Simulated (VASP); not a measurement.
# C (P6_3/mmc) in VASP: a series of runs, part 2 of 2

VASP 6.6.1. The steps go on from the part before.

## 3. Relaxation of cell and atoms, LDA

This run uses another cell than the first one, of 8.56 Å³/atom, 0.832 times its volume.

File INCAR:

```
ALGO = Normal ; EDIFF = 1E-7
EDIFFG = -0.005 ; ENCUT = 600
IBRION = 2 ; ISIF = 3
ISMEAR = 0 ; LASPH = T
LCHARG = F ; LREAL = F
LWAVE = F ; NELM = 80
NSW = 90 ; PREC = Accurate
SIGMA = 0.03
```

File KPOINTS:

```
k-points
0
Gamma
  15 15 4
```

File POSCAR:

```
C                                       
1.0
    2.4458276933      0.0000000000     -0.0000000000
   -1.2229138466      2.1181489157     -0.0000000000
    0.0000000000     -0.0000000000      6.6104734654
  C             
     4
Direct
     0.0000000000000000    0.0000000000000000    0.2500000000000000
     0.0000000000000000    0.0000000000000000    0.7500000000000000
     0.3333333300000021    0.6666666699999979    0.2500000000000000
     0.6666666699999979    0.3333333300000021    0.7500000000000000
```

Potentials or basis: VASP PAW LDA potentials, release 64 (C).

Launch:

```bash
cat potpaw_LDA.64/C/POTCAR > POTCAR
mpirun -np 1 vasp_std > vasp.out
```

OUTCAR:

```text
EDIFF = 1E-7
   EDIFFG = -0.005
   ENCUT = 600
   IBRION = 2
   ISIF = 3
   ISMEAR = 0
   LASPH = T
   LREAL = F
   NELM = 80
   NSW = 90
   PREC = Accurate

 ion  position               nearest neighbor table
   1  0.000  0.000  0.250-   3 1.41   3 1.41   3 1.41
   2  0.000  0.000  0.750-   4 1.41   4 1.41   4 1.41
   3  0.333  0.667  0.250-   1 1.41   1 1.41   1 1.41
   4  0.667  0.333  0.750-   2 1.41   2 1.41   2 1.41

  LATTYP: Found a hexagonal cell.
 ALAT       =     2.4458276933
 C/A-ratio  =     2.7027551792

  Lattice vectors:

 A1 = (   2.4458276933,   0.0000000000,   0.0000000000)
 A2 = (  -1.2229138466,   2.1181489157,   0.0000000000)
 A3 = (   0.0000000000,   0.0000000000,   6.6104734654)

Analysis of symmetry for initial positions (statically):
=====================================================================
 Subroutine PRICEL returns:
 Original cell was already a primitive cell.

 Routine SETGRP: Setting up the symmetry group for a
 hexagonal supercell.

 Subroutine GETGRP returns: Found 24 space group operations
 (whereof 12 operations were pure point group operations)
 out of a pool of 24 trial point group operations.

The static configuration has the point symmetry D_3d.
 The point group associated with its full space group is D_6h.

Analysis of symmetry for dynamics (positions and initial velocities):
=====================================================================
[... 474 lines left out ...]
  ext. energy  EPLUGINS =         0.00000000
  ---------------------------------------------------
  free energy    TOTEN  =       -40.45766961 eV

  energy without entropy =      -40.45736416  energy(sigma->0) =      -40.45751688

 E-fermi :   4.8838     XC(G=0): -10.9505

 val. band max:        4.8818054380   @ k =   0.3333   0.3333   0.5000
 cond. band min:       4.8844137858   @ k =   0.3333   0.3333   0.2500
 fundamental gap:      0.0026083477
 Fermi energy:         4.8838080903

 k-point     1 :       0.0000    0.0000    0.0000
  band No.  band energies     occupation
      1     -14.7406      2.00000
      2     -14.3628      2.00000
      3      -3.9405      2.00000
      4      -1.6520      2.00000
      5       1.9065      2.00000
      6       1.9065      2.00000
      7       1.9294      2.00000
      8       1.9294      2.00000
      9       8.9142      0.00000
     10      13.3302      0.00000
     11      13.3302      0.00000
     12      13.3939      0.00000
[... 331 lines left out ...]
 k-point    24 :       0.4000    0.2000    0.0000
  band No.  band energies     occupation
      1      -8.6505      2.00000
      2      -8.5196      2.00000
      3      -7.7928      2.00000
      4      -7.7057      2.00000
      5      -4.0310      2.00000
      6      -3.8990      2.00000
      7       2.8844      2.00000
      8       3.6461      2.00000
      9       6.2746      0.00000
     10       6.4292      0.00000
     11      15.5937      0.00000
     12      16.4211      0.00000

 [... further k-points ...]

------------------------ aborting loop because EDIFF is reached ----------------------------------------

  FORCE on cell =-STRESS in cart. coord.  units (eV):
  Direction    XX          YY          ZZ          XY          YZ          ZX
  --------------------------------------------------------------------------------------
  -------------------------------------------------------------------------------------
  Total       -0.0001268     -0.0001268      0.0042895     -0.0000000      0.0000000      0.0000000
  in kB       -0.0059813     -0.0059813      0.2022638     -0.0000000      0.0000000      0.0000000
  external PRESSURE =       0.0634337 kB  Pullay stress =       0.0000000 kB
[... 19 lines left out ...]
  FREE ENERGIE OF THE ION-ELECTRON SYSTEM (eV)
  ---------------------------------------------------
  free  energy   TOTEN  =       -40.4576696106 eV

  energy  without entropy=      -40.4573641563  energy(sigma->0) =      -40.45751688

 reached required accuracy - stopping structural energy minimisation
```

OSZICAR:

```text
N       E                     dE             d eps       ncg     rms          rms(c)
DAV:   1     0.512975158400E+02    0.51298E+02   -0.91336E+03  1952   0.139E+03
DAV:   2    -0.394009227583E+02   -0.90698E+02   -0.82536E+02  2816   0.244E+02
[... 62 lines left out ...]
   8 F= -.40457523E+02 E0= -.40457370E+02  d E =0.143284E-03
       N       E                     dE             d eps       ncg     rms          rms(c)
DAV:   1    -0.404576937571E+02   -0.17072E-03   -0.21960E-03  2072   0.487E-01    0.331E-02
DAV:   2    -0.404576791441E+02    0.14613E-04   -0.32949E-05  2468   0.528E-02    0.219E-02
DAV:   3    -0.404576695766E+02    0.95675E-05   -0.11649E-05  2320   0.279E-02    0.285E-03
DAV:   4    -0.404576696106E+02   -0.33958E-07   -0.37063E-07  2360   0.459E-03
   9 F= -.40457670E+02 E0= -.40457517E+02  d E =-.333141E-05
```

It took 73 s on 1 thread of Intel Xeon 6975P-C (Granite Rapids), shared host; peak memory 0.15 GiB.

Results:

| Property | Result |
| --- | --- |
| Free energy | -40.4577 eV |
| Relaxed volume | 8.49 Å³/atom |
| Relaxed cell | a = 2.446 Å, b = 2.446 Å, c = 6.557 Å, α = 90.00°, β = 90.00°, γ = 120.00° |
| Space group after relaxing (to 0.05 Å) | P6_3/mmc (No. 194) |
| Energy gained by relaxing | 0.1 meV/atom |
| Ionic steps | 9 |
| Pressure after relaxing | 0.0 GPa |
| Band gap on the k mesh | none (metal or under the smearing width) |

Step by step:
| step | energy change (eV) | largest force (eV/Å) | pressure (GPa) | volume (Å³) |
| --- | --- | --- | --- | --- |
| 1 | 0.0000 | 0.0000 | 0.06 | 34.25 |
| 2 | 0.0000 | 0.0000 | -0.40 | 34.26 |
| 3 | 0.0000 | 0.0000 | -0.17 | 34.25 |
| 4 | -0.0001 | 0.0000 | -0.16 | 34.22 |
| 5 | -0.0002 | 0.0000 | -0.14 | 34.14 |
| 6 | -0.0002 | 0.0000 | -0.09 | 33.96 |
| 7 | -0.0002 | 0.0000 | -0.09 | 33.99 |
| 8 | -0.0001 | 0.0000 | 0.64 | 33.93 |
| 9 | -0.0002 | 0.0000 | 0.01 | 33.98 |

Final structure:
```
C
1.0
     2.44615    0.00000    0.00000
    -1.22308    2.11843    0.00000
     0.00000    0.00000    6.55692
C
4
Direct
  0.00000 0.00000 0.25000
  0.00000 0.00000 0.75000
  0.33333 0.66667 0.25000
  0.66667 0.33333 0.75000
```

Levels at points of the mesh, in eV from the Fermi level:
```
           k point  band 5  band 6  band 7  band 8  band 9  band 10  band 11  band 12
(0.00, 0.00, 0.00)   -2.98   -2.98   -2.95   -2.95    4.03     8.45     8.45     8.51
(0.00, 0.00, 0.50)   -2.97   -2.97   -2.97   -2.97    6.88     6.88     8.48     8.48
```

## 4. Relaxation of cell and atoms, PBE+D3(BJ)

File INCAR:

```
PREC     = Accurate       # precision mode
ENCUT    = 600            # plane-wave cutoff, eV
EDIFF    = 1E-6           # SCF threshold, eV
ISMEAR   = 0              # smearing method
SIGMA    = 0.03           # smearing width, eV
LREAL    = F              # projectors in reciprocal space
LASPH    = T              # aspherical terms in the spheres
NELM     = 80             # most SCF steps
ALGO     = Normal         # electronic algorithm
ISIF     = 3              # what is computed and relaxed
LWAVE    = F              # write WAVECAR
LCHARG   = F              # write CHGCAR
GGA      = PE             # functional
IVDW     = 12             # dispersion correction
IBRION   = 2              # ionic algorithm
NSW      = 90             # ionic steps
EDIFFG   = -0.01          # ionic threshold
```

File KPOINTS:

```
regular mesh
0
Gamma
  15 15 4
```

File POSCAR:

```
C
1.0
    2.4672912616      0.0000000000      0.0000000000
   -1.2336456308      2.1367369111      0.0000000000
    0.0000000000      0.0000000000      7.8030730000
C
4
Direct
    0.0000000000      0.0000000000      0.2500000000
    0.0000000000      0.0000000000      0.7500000000
    0.3333333300      0.6666666700      0.2500000000
    0.6666666700      0.3333333300      0.7500000000
```

Potentials or basis: VASP PAW PBE potentials, release 64 (C).

Launch:

```bash
cat potpaw_PBE.64/C/POTCAR > POTCAR
mpirun -np 1 vasp_std > vasp.out
```

Wall time 2.9 min (1 thread of Intel Xeon Platinum 8488C (Sapphire Rapids), shared host); peak memory 0.2 GiB.

It converged, with:

| Item | Value |
| --- | --- |
| Free energy | -37.4891 eV |
| Relaxed volume | 8.82 Å³/atom |
| Relaxed cell | a = 2.465 Å, b = 2.465 Å, c = 6.702 Å, α = 90.00°, β = 90.00°, γ = 120.00° |
| Space group after relaxing (to 0.05 Å) | P6_3/mmc (No. 194) |
| Energy gained by relaxing | 14.9 meV/atom |
| Ionic steps | 14 |
| Pressure after relaxing | -0.1 GPa |
| Band gap on the k mesh | none (metal or under the smearing width) |
| Dispersion energy per atom | -0.157 eV |

Step by step:
| step | energy change (eV) | largest force (eV/Å) | pressure (GPa) | volume (Å³) |
| --- | --- | --- | --- | --- |
| 1 | 0.0000 | 0.0000 | -1.14 | 41.14 |
| 2 | -0.0033 | 0.0000 | 0.30 | 40.70 |
| 3 | -0.0044 | 0.0000 | 1.88 | 40.25 |
| 4 | -0.0051 | 0.0000 | 1.92 | 40.20 |
| 5 | -0.0072 | 0.0000 | 1.89 | 40.04 |
| 6 | -0.0113 | 0.0000 | 1.98 | 39.72 |
| 7 | -0.0196 | 0.0000 | 2.09 | 39.08 |
| 8 | -0.0351 | 0.0000 | 2.47 | 37.81 |
| 9 | -0.0543 | 0.0000 | 3.52 | 35.27 |
| 10 | -0.0562 | 0.0000 | -3.00 | 35.58 |
| 11 | -0.0595 | 0.0000 | -0.17 | 35.44 |
| 12 | -0.0595 | 0.0000 | -0.16 | 35.42 |
| 13 | -0.0596 | 0.0000 | -0.12 | 35.37 |
| 14 | -0.0597 | 0.0000 | -0.12 | 35.27 |

Final structure:
```cif
data_structure
_symmetry_space_group_name_H-M 'P 1'
_symmetry_Int_Tables_number 1
_cell_length_a 2.4653
_cell_length_b 2.4653
_cell_length_c 6.7017
_cell_angle_alpha 90.000
_cell_angle_beta 90.000
_cell_angle_gamma 120.000
_cell_volume 35.27
loop_
_atom_site_label
_atom_site_type_symbol
_atom_site_fract_x
_atom_site_fract_y
_atom_site_fract_z
_atom_site_occupancy
C1 C 0.00000 0.00000 0.25000 1
C2 C 0.00000 0.00000 0.75000 1
C3 C 0.33333 0.66667 0.25000 1
C4 C 0.66667 0.33333 0.75000 1
```

Levels at points of the mesh, in eV from the Fermi level:
| k point | band 6 | band 7 | band 8 | band 9 | band 10 | band 11 |
| --- | --- | --- | --- | --- | --- | --- |
| (0.00, 0.00, 0.00) | -3.01 | -2.99 | -2.99 | 4.31 | 8.33 | 8.33 |
| (0.00, 0.00, 0.50) | -3.00 | -3.00 | -3.00 | 6.96 | 6.96 | 8.35 |
